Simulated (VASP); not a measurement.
# Sb (R-3m) in VASP: dielectric tensor with PBE+D3(BJ)

Aim: the dielectric tensor of Sb with PBE+D3(BJ).

All numbers are computed with VASP 6.6.1; they aren't measurements. Logs are shortened: lines on timing, memory, paths and dates and some standing lists are left out, and cuts for length are marked.

## Step 1: Starting point

Symmetry: R-3m, No. 166, trigonal system. Conventional cell: a = 4.269 Å, b = 4.269 Å, c = 10.534 Å, α = 90.00°, β = 90.00°, γ = 120.00°. Around Sb (site symmetry 3m) lie 6 Sb at 2.86 to 3.21 Å.

## Step 2: Dielectric tensor, PBE+D3(BJ)

INCAR reads:

```
SYSTEM = Sb
PREC = Accurate
ENCUT = 520
EDIFF = 1E-7
ISMEAR = 0
SIGMA = 0.02
LREAL = .FALSE.
LASPH = .TRUE.
NELM = 60
ALGO = Normal
ISIF = 2
LWAVE = .FALSE.
LCHARG = .FALSE.
GGA = PE
IVDW = 12
LEPSILON = .TRUE.
```

KPOINTS reads:

```
Automatic mesh
0
G
  3 3 3
  0 0 0
```

POSCAR reads:

```
Sb                                      
1.0
    2.1347477507      1.2324971887      3.5113870629
   -2.1347477507      1.2324971887      3.5113870629
    0.0000000000     -2.4649943774      3.5113870629
  Sb            
     2
Direct
     0.2356385226271556    0.2356385226271556    0.2356385226271556
     0.7643614773728444    0.7643614773728444    0.7643614773728444
```

Potentials or basis: VASP PAW PBE potentials, release 64 (Sb).

On the command line:

```console
> cat potpaw_PBE.64/Sb/POTCAR > POTCAR
> mpirun -np 1 vasp_std > vasp.out
```

OUTCAR:

```text
SYSTEM = Sb
   PREC = Accurate
   ENCUT = 520
   EDIFF = 1E-7
   ISMEAR = 0
   LREAL = .FALSE.
   LASPH = .TRUE.
   NELM = 60
   ISIF = 2
   GGA = PE
   IVDW = 12
   LEPSILON = .TRUE.
 IVDW          = 12

 ion  position               nearest neighbor table
   1  0.236  0.236  0.236-   2 2.86   2 2.86   2 2.86   2 3.21   2 3.21   2 3.21
   2  0.764  0.764  0.764-   1 2.86   1 2.86   1 2.86   1 3.21   1 3.21   1 3.21

  LATTYP: Found a trigonal (rhomboedric) cell.
 ALAT       =     4.2902256799
 COS(alpha) =     0.5048202813

  Lattice vectors:

 A1 = (   2.1347477507,   1.2324971887,   3.5113870629)
 A2 = (  -2.1347477507,   1.2324971887,   3.5113870629)
 A3 = (   0.0000000000,  -2.4649943774,   3.5113870629)

Analysis of symmetry for initial positions (statically):
=====================================================================
 Subroutine PRICEL returns:
 Original cell was already a primitive cell.

 Routine SETGRP: Setting up the symmetry group for a
 trigonal (rhombohedral) supercell.

 Subroutine GETGRP returns: Found 12 space group operations
 (whereof 12 operations were pure point group operations)
 out of a pool of 12 trial point group operations.

The static configuration has the point symmetry D_3d.

Analysis of symmetry for dynamics (positions and initial velocities):
=====================================================================
 Subroutine PRICEL returns:
 Original cell was already a primitive cell.

 Routine SETGRP: Setting up the symmetry group for a
 trigonal (rhombohedral) supercell.

 Subroutine GETGRP returns: Found 12 space group operations
 (whereof 12 operations were pure point group operations)
 out of a pool of 12 trial point group operations.

The dynamic configuration has the point symmetry D_3d.

 Subroutine INISYM returns: Found 12 space group operations
 (whereof 12 operations are pure point group operations),
 and found     1 'primitive' translations

----------------------------------------------------------------------------------------

                                     Primitive cell

  volume of cell :      55.4322

  direct lattice vectors                    reciprocal lattice vectors
     2.134747751  1.232497189  3.511387063     0.234219710  0.135226813  0.094929248
    -2.134747751  1.232497189  3.511387063    -0.234219710  0.135226813  0.094929248
     0.000000000 -2.464994377  3.511387063     0.000000000 -0.270453626  0.094929248

  length of vectors
     4.290225680  4.290225680  4.290225680     0.286629946  0.286629946  0.286629946

  position of ions in fractional coordinates (direct lattice)
     0.235638523  0.235638523  0.235638523
     0.764361477  0.764361477  0.764361477

  ion indices of the primitive-cell ions
   primitive index   ion index
                 1           1
                 2           2

----------------------------------------------------------------------------------------

 KPOINTS: Automatic mesh

Automatic generation of k-mesh.
 Grid dimensions read from file:
 generate k-points for:    3    3    3

 Generating k-lattice:

  Cartesian coordinates                     Fractional coordinates (reciprocal lattice)
     0.078073237  0.045075604  0.031643083     0.333333333  0.000000000  0.000000000
    -0.078073237  0.045075604  0.031643083     0.000000000  0.333333333  0.000000000
     0.000000000 -0.090151209  0.031643083     0.000000000  0.000000000  0.333333333

  Length of vectors
     0.095543315  0.095543315  0.095543315

  Shift w.r.t. Gamma in fractional coordinates (k-lattice)
     0.000000000  0.000000000  0.000000000

 Subroutine IBZKPT returns following result:
 ===========================================

 Found      6 irreducible k-points:

 Following reciprocal coordinates:
            Coordinates               Weight
  0.000000  0.000000  0.000000      1.000000
  0.333333 -0.000000 -0.000000      6.000000
  0.333333  0.333333 -0.000000      6.000000
 -0.333333  0.333333  0.000000      6.000000
  0.333333  0.333333  0.333333      2.000000
 -0.333333  0.333333  0.333333      6.000000
   k-points           NKPTS =      6   k-points in BZ     NKDIM =      6   number of bands    NBANDS=      9
   number of dos      NEDOS =    301   number of ions     NIONS =      2
   total plane-waves  NPLWV =  32768
   dimension x,y,z NGX =    32 NGY =   32 NGZ =   32
   dimension x,y,z NGXF=    64 NGYF=   64 NGZF=   64
   ions per type =               2
   NGX,Y,Z   is equivalent  to a cutoff of  12.40, 12.40, 12.40 a.u.
   NGXF,Y,Z  is equivalent  to a cutoff of  24.80, 24.80, 24.80 a.u.
 SYSTEM =  Sb
   PREC   = accura    normal or accurate (medium, high low for compatibility)
   ISTART =      0    job   : 0-new  1-cont  2-samecut
   ICHARG =      2    charge: 1-file 2-atom 10-const
   ISPIN  =      1    spin polarized calculation?
   LNONCOLLINEAR =      F non collinear calculations
   LSORBIT =      F    spin-orbit coupling
   LASPH  =      T    aspherical Exc in radial PAW
   ENCUT  =  520.0 eV  38.22 Ry    6.18 a.u.   7.98  7.98  7.98*2*pi/ulx,y,z
   NELM   =     60;   NELMIN=  2; NELMDL= -5     # of ELM steps
   EDIFF  = 0.1E-06   stopping-criterion for ELM
   LREAL  =      F    real-space projection
   EDIFFG = 0.1E-05   stopping-criterion for IOM
   NSW    =      0    number of steps for IOM
   IBRION =     -1    ionic relax: 0-MD 1-quasi-New 2-CG
   NFREE  =      0    steps in history (QN), initial steepest desc. (CG)
   ISIF   =      2    stress and relaxation
   ISYM   =      2    0-nonsym 1-usesym 2-fastsym
   POTIM  = 0.5000    time-step for ionic-motion
   TEBEG  =    0.0;   TEEND  =   0.0 temperature during run
   PSTRESS=    0.0 pullay stress
   NELECT =      10.0000    total number of electrons
   NUPDOWN=      -1.0000    fix difference up-down
   EMIN   =  10.00;   EMAX   =-10.00  energy-range for DOS
   EFERMI =   0.00;   METHOD = LEGACY
   ISMEAR =     0;   SIGMA  =   0.02  broadening in eV -4-tet -1-fermi 0-gaus
   EFERMI_NEDOS =   21; number of points for ismear=-14 and -15
   IALGO  =     38    algorithm
   IMIX   =      4    mixing-type and parameters
     AMIX     =   0.40;   BMIX     =  1.00
     AMIX_MAG =   1.60;   BMIX_MAG =  1.00
  volume/ion in A,a.u.               =      27.72       187.04
  Fermi-wavevector in a.u.,A,eV,Ry     =   0.925026  1.748046 11.642143  0.855673
  Thomas-Fermi vector in A             =   2.050836
   LORBIT       =      0    0 simple, 1 ext, 2 COOP (PROOUT), +10 PAW based schemes
   GGA     = PE    functional components
   LHFCALC =     F    Hartree Fock is set to
   AEXX    =    0.0000 exact exchange contribution
   IVDW    =    12    specifies the selected vdW correction
   LEPSILON=     T    determine dielectric tensor
   LRPA    =     F    only Hartree local field effects (RPA)
 non-spin polarized calculation
 Gauss-broadening in eV      SIGMA  =   0.02
  energy-cutoff  :      520.00
  volume of cell :       55.43
 maximum number of plane-waves:      1501
   NGX = 15   NGY = 15   NGZ = 15

--------------------------------------- Ionic step        1  -------------------------------------------

 number of electron      10.0000000 magnetization

 E-fermi :   7.8365     XC(G=0):  -9.9162

 val. band max:        7.7457271544   @ k =   0.3333  -0.0000  -0.0000
 cond. band min:       8.8320592898   @ k =   0.3333   0.3333   0.3333
 fundamental gap:      1.0863321354
 Fermi energy:         7.8364837629

 k-point     1 :       0.0000    0.0000    0.0000
  band No.  band energies     occupation
      1      -4.9494      2.00000
      2       4.1318      2.00000
      3       6.2692      2.00000
      4       6.2692      2.00000
      5       6.5071      2.00000
      6      10.8201      0.00000
      7      11.3615      0.00000
      8      11.3615      0.00000
      9      13.0996      0.00000

 k-point     2 :       0.3333   -0.0000   -0.0000
  band No.  band energies     occupation
      1      -3.6554      2.00000
      2       0.1012      2.00000
      3       6.3469      2.00000
      4       6.6403      2.00000
      5       7.7457      2.00000
      6       9.0016      0.00000
      7       9.1318      0.00000
      8       9.4478      0.00000
      9      14.2338      0.00000

 k-point     3 :       0.3333    0.3333   -0.0000
  band No.  band energies     occupation
      1      -3.3325      2.00000
      2       1.1414      2.00000
      3       3.9404      2.00000
      4       4.5705      2.00000
      5       4.9494      2.00000
      6      10.0635      0.00000
      7      13.1143      0.00000
      8      13.1319      0.00000
      9      13.4714      0.00000

 k-point     4 :      -0.3333    0.3333    0.0000
  band No.  band energies     occupation
      1      -1.6523      2.00000
      2      -1.3640      2.00000
      3       2.7843      2.00000
      4       5.3846      2.00000
      5       5.8055      2.00000
      6      10.7414      0.00000
      7      11.4853      0.00000
      8      13.1945      0.00000
      9      14.3430      0.00000

 k-point     5 :       0.3333    0.3333    0.3333
  band No.  band energies     occupation
      1      -3.7678      2.00000
      2       0.3224      2.00000
      3       6.5570      2.00000
      4       6.5570      2.00000
      5       7.7371      2.00000
      6       8.8321      0.00000
      7       8.8321      0.00000
      8       9.6148      0.00000
      9      14.2067      0.00000

 k-point     6 :      -0.3333    0.3333    0.3333
  band No.  band energies     occupation
      1      -2.1189      2.00000
      2      -0.8088      2.00000
      3       2.7872      2.00000
      4       5.1702      2.00000
      5       5.9876      2.00000
      6      10.7053      0.00000
      7      11.1836      0.00000
      8      13.5177      0.00000
      9      14.3573      0.00000

  FORCE on cell =-STRESS in cart. coord.  units (eV):
  Direction    XX          YY          ZZ          XY          YZ          ZX
  --------------------------------------------------------------------------------------
  -------------------------------------------------------------------------------------
  Total       2.24575     2.24575     2.25113     0.00000     0.00000    -0.00000
  in kB      64.90975    64.90975    65.06523     0.00000     0.00000    -0.00000
  external pressure =       64.96 kB  Pullay stress =        0.00 kB

 VOLUME and BASIS-vectors are now :
 -----------------------------------------------------------------------------
  energy-cutoff  :      520.00
  volume of cell :       55.43
      direct lattice vectors                 reciprocal lattice vectors
     2.134747751  1.232497189  3.511387063     0.234219710  0.135226813  0.094929248
    -2.134747751  1.232497189  3.511387063    -0.234219710  0.135226813  0.094929248
     0.000000000 -2.464994377  3.511387063     0.000000000 -0.270453626  0.094929248

 POSITION                                       TOTAL-FORCE (eV/Angst)
 -----------------------------------------------------------------------------------
      0.00000      0.00000      2.48225         0.000000      0.000000      0.001653
      0.00000      0.00000      8.05191         0.000000     -0.000000     -0.001653
 -----------------------------------------------------------------------------------
    total drift:                               -0.000000     -0.000000      0.000000

  FREE ENERGIE OF THE ION-ELECTRON SYSTEM (eV)
  ---------------------------------------------------
  free  energy   TOTEN  =        -9.2116003347 eV

  energy  without entropy=       -9.2116003347  energy(sigma->0) =       -9.21160033

 HEAD OF MICROSCOPIC STATIC DIELECTRIC TENSOR (INDEPENDENT PARTICLE, excluding Hartree and local field effects)
 ------------------------------------------------------
          24.157056     0.000000    -0.000000
           0.000000    24.157056     0.000000
           0.000000     0.000000    22.391586
 ------------------------------------------------------

 Free energy of the ion-electron system (eV)
  ---------------------------------------------------
  ---------------------------------------------------
  free energy    TOTEN  =        -3.58764337 eV

  energy without entropy =       -3.58764337

------------------------ aborting loop because EDIFF is reached ----------------------------------------

 Edisp (eV)   -1.03285

 E8    (eV) :    -0.4818

--------------------------------------- Ionic step        2  -------------------------------------------

------------------------ aborting loop because EDIFF is reached ----------------------------------------

 Edisp (eV)   -1.03285

 E8    (eV) :    -0.4818

--------------------------------------- Ionic step        3  -------------------------------------------

 Free energy of the ion-electron system (eV)
  ---------------------------------------------------
  ---------------------------------------------------
  free energy    TOTEN  =        -3.06460416 eV

  energy without entropy =       -3.06460416

------------------------ aborting loop because EDIFF is reached ----------------------------------------

 Edisp (eV)   -1.03285

 E8    (eV) :    -0.4818

 PIEZOELECTRIC TENSOR FIELD DIRECTION 3  (e Angst)
 -----------------------------------------------------------------------------
     0.01908  0.00000  0.00000           ( -0.00007  0.00000  0.00000)
     0.00000  0.01908  0.00000           (  0.00000 -0.00007  0.00000)
     0.00000  0.00000  0.01144           (  0.00000  0.00000  0.00007)

 PIEZOELECTRIC TENSOR FIELD DIRECTION 3  (C/m^2)
 -----------------------------------------------------------------------------
     0.00551  0.00000  0.00000
     0.00000  0.00551  0.00000
     0.00000  0.00000  0.00331

 MACROSCOPIC STATIC DIELECTRIC TENSOR (including local field effects in DFT)
 ------------------------------------------------------
          23.048262     0.000000     0.000000
           0.000000    23.048262     0.000000
           0.000000     0.000000    20.110556
 ------------------------------------------------------

 PIEZOELECTRIC TENSOR (including local field effects)  for field in x, y, z        (e  Angst)
          XX          YY          ZZ          XY          YZ          ZX
  --------------------------------------------------------------------------------
  x     0.00000     0.00000     0.00000     0.00000     0.00000     0.00000
  y     0.00000     0.00000     0.00000     0.00000     0.00000     0.00000
  z     0.00000     0.00000     0.00000     0.00000     0.00000     0.00000

 PIEZOELECTRIC TENSOR (including local field effects)  for field in x, y, z        (C/m^2)
          XX          YY          ZZ          XY          YZ          ZX
  --------------------------------------------------------------------------------
  x     0.00000     0.00000     0.00000     0.00000     0.00000     0.00000
  y     0.00000     0.00000     0.00000     0.00000     0.00000     0.00000
  z     0.00000     0.00000     0.00000     0.00000     0.00000     0.00000

 BORN EFFECTIVE CHARGES (including local field effects) (in |e|, cummulative output)
 ---------------------------------------------------------------------------------
 ion    1
    1     0.00000     0.00000     0.00000
    2     0.00000     0.00000     0.00000
    3     0.00000     0.00000     0.00000
 ion    2
    1     0.00000     0.00000     0.00000
    2     0.00000     0.00000     0.00000
    3     0.00000     0.00000     0.00000
```

Wall time 93 s (1 thread of AMD EPYC 7R43 (Zen 3), shared host); peak memory 0.14 GiB.

What came out:

```
Band gap on the k mesh                  : 1.09 eV, indirect (least direct gap 1.10 eV)
Electronic dielectric tensor (diagonal) : 23.05, 23.05, 20.11
Born charges (mean of the diagonal)     : Sb +0.00 e
Dispersion energy per atom              : -0.516 eV
```

Levels at points of the mesh, in eV from the valence-band top:
| k point | band 2 | band 3 | band 4 | band 5 | band 6 | band 7 | band 8 | band 9 |
| --- | --- | --- | --- | --- | --- | --- | --- | --- |
| (0.00, 0.00, 0.00) | -3.61 | -1.48 | -1.48 | -1.24 | 3.07 | 3.62 | 3.62 | 5.35 |

Electronic dielectric tensor:
```
23.05  0.00  0.00
 0.00 23.05  0.00
 0.00  0.00 20.11
```

Born effective charge tensors (e):
atom 1, Sb
```
0.00 0.00 0.00
0.00 0.00 0.00
0.00 0.00 0.00
```
atom 2, Sb
```
0.00 0.00 0.00
0.00 0.00 0.00
0.00 0.00 0.00
```

Caveat: the k mesh is coarse (spacing up to 0.60 Å⁻¹), so the values aren't converged; spin-orbit coupling is left out, which moves the levels of the heavy elements; an odd mesh through Γ misses points on the zone boundary, where band edges often lie.
